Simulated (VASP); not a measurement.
# Pm (Im-3m) in VASP: single point with PBEsol

Aim: the single point of Pm with PBEsol.

Everything below comes from runs of VASP 6.6.1. Logs are shortened: lines on timing, memory, paths and dates and some standing lists are left out, and cuts for length are marked.

### Step 1. Starting point

It takes space group Im-3m (No. 229, cubic). Conventional cell: a = 3.333 Å, b = 3.333 Å, c = 3.333 Å, α = 90.00°, β = 90.00°, γ = 90.00°. Pm (site symmetry m-3m) has 8 Pm at 2.89 Å as nearest neighbours.

The cell was built by a generator and needn't be a form met in nature.

### Step 2. Single point, PBEsol

Contents of INCAR:

```
ALGO = Fast
EDIFF = 1E-6
ENCUT = 520
GGA = PS
ISIF = 2
ISMEAR = -1
LASPH = True
LCHARG = False
LREAL = False
LWAVE = False
NBANDS = 14
NELM = 100
PREC = Accurate
SIGMA = 0.13605693000000002
```

Contents of KPOINTS:

```
k-points
0
Gamma
  14 14 14
```

Contents of POSCAR:

```
Pm
1.0
   -1.6664110719      1.6664110719      1.6664110719
    1.6664110719     -1.6664110719      1.6664110719
    1.6664110719      1.6664110719     -1.6664110719
Pm
1
Direct
    0.0000000000      0.0000000000      0.0000000000
```

Potentials or basis: VASP PAW PBE potentials, release 64 (Pm).

On the command line:

```sh
> cat potpaw_PBE.64/Pm/POTCAR > POTCAR
> mpirun -np 1 vasp_std > vasp.out
```

OUTCAR:

```text
EDIFF = 1E-6
   ENCUT = 520
   GGA = PS
   ISIF = 2
   ISMEAR = -1
   LASPH = True
   LREAL = False
   NELM = 100
   PREC = Accurate

 ion  position               nearest neighbor table
   1  0.000  0.000  0.000-

  LATTYP: Found a body centered cubic cell.
 ALAT       =     3.3328221438

  Lattice vectors:

 A1 = (  -1.6664110719,   1.6664110719,   1.6664110719)
 A2 = (   1.6664110719,  -1.6664110719,   1.6664110719)
 A3 = (   1.6664110719,   1.6664110719,  -1.6664110719)

Analysis of symmetry for initial positions (statically):
=====================================================================
 Subroutine PRICEL returns:
 Original cell was already a primitive cell.

 Routine SETGRP: Setting up the symmetry group for a
 body centered cubic supercell.

 Subroutine GETGRP returns: Found 48 space group operations
 (whereof 48 operations were pure point group operations)
 out of a pool of 48 trial point group operations.

The static configuration has the point symmetry O_h .

Analysis of symmetry for dynamics (positions and initial velocities):
=====================================================================
 Subroutine PRICEL returns:
 Original cell was already a primitive cell.

 Routine SETGRP: Setting up the symmetry group for a
 body centered cubic supercell.

 Subroutine GETGRP returns: Found 48 space group operations
 (whereof 48 operations were pure point group operations)
 out of a pool of 48 trial point group operations.

The dynamic configuration has the point symmetry O_h .

 Subroutine INISYM returns: Found 48 space group operations
 (whereof 48 operations are pure point group operations),
 and found     1 'primitive' translations

----------------------------------------------------------------------------------------

                                     Primitive cell

  volume of cell :      18.5100

  direct lattice vectors                    reciprocal lattice vectors
    -1.666411072  1.666411072  1.666411072     0.000000000  0.300046014  0.300046014
     1.666411072 -1.666411072  1.666411072     0.300046014  0.000000000  0.300046014
     1.666411072  1.666411072 -1.666411072     0.300046014  0.300046014  0.000000000

  length of vectors
     2.886308643  2.886308643  2.886308643     0.424329142  0.424329142  0.424329142

  position of ions in fractional coordinates (direct lattice)
     0.000000000  0.000000000  0.000000000

  ion indices of the primitive-cell ions
   primitive index   ion index
                 1           1

----------------------------------------------------------------------------------------

 KPOINTS: k-points

Automatic generation of k-mesh.
 Grid dimensions read from file:
 generate k-points for:   14   14   14

 Generating k-lattice:

  Cartesian coordinates                     Fractional coordinates (reciprocal lattice)
     0.000000000  0.021431858  0.021431858     0.071428571  0.000000000  0.000000000
     0.021431858  0.000000000  0.021431858     0.000000000  0.071428571  0.000000000
     0.021431858  0.021431858  0.000000000     0.000000000  0.000000000  0.071428571

  Length of vectors
     0.030309224  0.030309224  0.030309224

  Shift w.r.t. Gamma in fractional coordinates (k-lattice)
     0.000000000  0.000000000  0.000000000

 Subroutine IBZKPT returns following result:
 ===========================================

 Found    104 irreducible k-points:

 Following reciprocal coordinates:
            Coordinates               Weight
  0.000000  0.000000  0.000000      1.000000
  0.071429  0.000000  0.000000     12.000000
  0.142857  0.000000  0.000000     12.000000
  0.214286  0.000000  0.000000     12.000000
  0.285714  0.000000  0.000000     12.000000
  0.357143  0.000000  0.000000     12.000000
[... 16 lines left out ...]
  0.285714  0.285714  0.000000     24.000000
  0.357143  0.285714  0.000000     24.000000
 [... further k-points ...]
   k-points           NKPTS =    104   k-points in BZ     NKDIM =    104   number of bands    NBANDS=     14
   number of dos      NEDOS =    301   number of ions     NIONS =      1
   total plane-waves  NPLWV =  13824
   dimension x,y,z NGX =    24 NGY =   24 NGZ =   24
   dimension x,y,z NGXF=    48 NGYF=   48 NGZF=   48
   ions per type =               1
   NGX,Y,Z   is equivalent  to a cutoff of  13.82, 13.82, 13.82 a.u.
   NGXF,Y,Z  is equivalent  to a cutoff of  27.65, 27.65, 27.65 a.u.
 SYSTEM =  unknown system
   PREC   = accura    normal or accurate (medium, high low for compatibility)
   ISTART =      0    job   : 0-new  1-cont  2-samecut
   ICHARG =      2    charge: 1-file 2-atom 10-const
   ISPIN  =      1    spin polarized calculation?
   LNONCOLLINEAR =      F non collinear calculations
   LSORBIT =      F    spin-orbit coupling
   LASPH  =      T    aspherical Exc in radial PAW
   ENCUT  =  520.0 eV  38.22 Ry    6.18 a.u.   5.37  5.37  5.37*2*pi/ulx,y,z
   NELM   =    100;   NELMIN=  2; NELMDL= -5     # of ELM steps
   EDIFF  = 0.1E-05   stopping-criterion for ELM
   LREAL  =      F    real-space projection
   EDIFFG = 0.1E-04   stopping-criterion for IOM
   NSW    =      0    number of steps for IOM
   IBRION =     -1    ionic relax: 0-MD 1-quasi-New 2-CG
   NFREE  =      0    steps in history (QN), initial steepest desc. (CG)
   ISIF   =      2    stress and relaxation
   ISYM   =      2    0-nonsym 1-usesym 2-fastsym
   POTIM  = 0.5000    time-step for ionic-motion
   TEBEG  =    0.0;   TEEND  =   0.0 temperature during run
   PSTRESS=    0.0 pullay stress
   NELECT =      15.0000    total number of electrons
   NUPDOWN=      -1.0000    fix difference up-down
   EMIN   =  10.00;   EMAX   =-10.00  energy-range for DOS
   EFERMI =   0.00;   METHOD = LEGACY
   ISMEAR =    -1;   SIGMA  =   0.14  broadening in eV -4-tet -1-fermi 0-gaus
   EFERMI_NEDOS =   21; number of points for ismear=-14 and -15
   IALGO  =     68    algorithm
   IMIX   =      4    mixing-type and parameters
     AMIX     =   0.40;   BMIX     =  1.00
     AMIX_MAG =   1.60;   BMIX_MAG =  1.00
  volume/ion in A,a.u.               =      18.51       124.91
  Fermi-wavevector in a.u.,A,eV,Ry     =   1.526288  2.884266 31.695514  2.329555
  Thomas-Fermi vector in A             =   2.634342
   LORBIT       =      0    0 simple, 1 ext, 2 COOP (PROOUT), +10 PAW based schemes
   GGA     = PS    functional components
   LHFCALC =     F    Hartree Fock is set to
   AEXX    =    0.0000 exact exchange contribution
   IVDW    =     0    specifies the selected vdW correction
   LEPSILON=     F    determine dielectric tensor
   LRPA    =     F    only Hartree local field effects (RPA)
 non-spin polarized calculation
 RMM-DIIS sequential band-by-band and
  energy-cutoff  :      520.00
  volume of cell :       18.51
 maximum number of plane-waves:       531
 NGX is ok and might be reduce to    24
   NGX = 11   NGY = 11   NGZ = 11

 number of electron      15.0000000 magnetization

 Free energy of the ion-electron system (eV)
  ---------------------------------------------------
  ext. energy  EPLUGINS =         0.00000000
  ---------------------------------------------------
  free energy    TOTEN  =        -5.88140105 eV

  energy without entropy =       -5.37772258  energy(sigma->0) =       -5.62956181

 E-fermi :  11.5747     XC(G=0): -13.2363

 val. band max:       11.5734873096   @ k =  -0.2857   0.3571   0.0714
 cond. band min:      11.5749957260   @ k =  -0.2857   0.4286   0.0714
 fundamental gap:      0.0015084164
 Fermi energy:        11.5746872740

 k-point     1 :       0.0000    0.0000    0.0000
  band No.  band energies     occupation
      1     -27.1464      2.00000
      2      -4.6065      2.00000
      3      -4.6065      2.00000
      4      -4.6065      2.00000
      5       9.3124      2.00000
      6      11.0983      1.94146
      7      11.0983      1.94146
      8      11.0983      1.94146
      9      12.2078      0.01888
     10      12.2078      0.01888
     11      12.2078      0.01888
     12      14.2640      0.00000
     13      14.2640      0.00000
     14      14.2640      0.00000

 k-point     2 :       0.0714    0.0000    0.0000
  band No.  band energies     occupation
      1     -27.0962      2.00000
      2      -4.9238      2.00000
      3      -4.6939      2.00000
      4      -4.6144      2.00000
      5       9.6745      2.00000
      6      11.0503      1.95851
      7      11.0964      1.94226
      8      11.1042      1.93896
      9      12.1437      0.03007
     10      12.1547      0.02777
     11      12.1885      0.02173
     12      14.1081      0.00000
     13      14.3562      0.00000
     14      14.7575      0.00000

 k-point     3 :       0.1429    0.0000    0.0000
  band No.  band energies     occupation
      1     -26.9526      2.00000
      2      -5.7467      2.00000
      3      -4.9305      2.00000
      4      -4.6367      2.00000
      5      10.3694      1.99972
      6      11.0613      1.95507
      7      11.0902      1.94474
      8      11.1212      1.93111
      9      12.0232      0.07137
     10      12.1440      0.03000
     11      12.3410      0.00713
     12      13.7079      0.00000
     13      14.5658      0.00000
     14      15.9729      0.00000
[... 324 lines left out ...]
 k-point    23 :       0.2857    0.2857    0.0000
  band No.  band energies     occupation
      1     -25.8983      2.00000
      2      -8.7420      2.00000
      3      -7.5422      2.00000
      4      -5.3028      2.00000
      5      10.3584      1.99974
      6      11.1899      1.88832
      7      11.4265      1.49657
      8      11.6555      0.71152
      9      12.0097      0.07856
     10      12.0856      0.04572
     11      12.1009      0.04097
     12      12.5053      0.00214
     13      13.3667      0.00000
     14      15.2856      0.00000

 k-point    24 :       0.3571    0.2857    0.0000
  band No.  band energies     occupation
      1     -25.8581      2.00000
      2      -8.5990      2.00000
      3      -7.8931      2.00000
      4      -5.3281      2.00000
      5      10.3664      1.99972
      6      11.2729      1.80375
      7      11.3832      1.60668
      8      11.6446      0.74847
      9      12.0380      0.06426
     10      12.0554      0.05675
     11      12.1878      0.02184
     12      12.5239      0.00186
     13      13.6436      0.00000
     14      14.9181      0.00000

 [... further k-points ...]
[... 5 lines left out ...]
  --------------------------------------------------------------------------------------
  -------------------------------------------------------------------------------------
  Total       -0.0038340     -0.0038340     -0.0038340      0.0000000      0.0000000      0.0000000
  in kB       -0.3318569     -0.3318569     -0.3318569      0.0000000      0.0000000      0.0000000
  external PRESSURE =      -0.3318569 kB  Pullay stress =       0.0000000 kB

 VOLUME and BASIS-vectors are now :
 -----------------------------------------------------------------------------
  energy-cutoff  :      520.00
  volume of cell :       18.51
      direct lattice vectors                 reciprocal lattice vectors
    -1.666411072  1.666411072  1.666411072     0.000000000  0.300046014  0.300046014
     1.666411072 -1.666411072  1.666411072     0.300046014  0.000000000  0.300046014
     1.666411072  1.666411072 -1.666411072     0.300046014  0.300046014  0.000000000

 POSITION                                       TOTAL-FORCE (eV/Angst)
 -----------------------------------------------------------------------------------
      0.00000      0.00000      0.00000         0.000000     -0.000000      0.000000
 -----------------------------------------------------------------------------------
    total drift:                               -0.000000      0.000000      0.000000

  FREE ENERGIE OF THE ION-ELECTRON SYSTEM (eV)
  ---------------------------------------------------
  free  energy   TOTEN  =        -5.8814010512 eV

  energy  without entropy=       -5.3777225779  energy(sigma->0) =       -5.62956181
```

Wall time 61 s (1 thread of AMD EPYC 9R45 (Zen 5), shared host); peak memory 0.14 GiB.

Results:

```
Free energy            : -5.8814 eV
Pressure               : 0.0 GPa
Band gap on the k mesh : none (metal or under the smearing width)
```

Levels at points of the mesh, in eV from the Fermi level:
| k point | band 4 | band 5 | band 6 | band 7 | band 8 | band 9 | band 10 | band 11 | band 12 | band 13 |
| --- | --- | --- | --- | --- | --- | --- | --- | --- | --- | --- |
| (0.00, 0.00, 0.00) | -16.18 | -2.26 | -0.48 | -0.48 | -0.48 | 0.63 | 0.63 | 0.63 | 2.69 | 2.69 |
| (0.50, 0.00, 0.00) | -16.35 | -2.68 | -0.57 | -0.37 | -0.11 | 0.13 | 0.46 | 0.58 | 0.63 | 0.78 |
| (0.50, 0.50, 0.50) | -19.43 | -3.85 | -3.85 | -0.26 | 0.18 | 0.18 | 0.18 | 0.76 | 0.76 | 0.76 |

Caveat: the PAW data sets were made with another functional, which shifts forces and pressure a little.
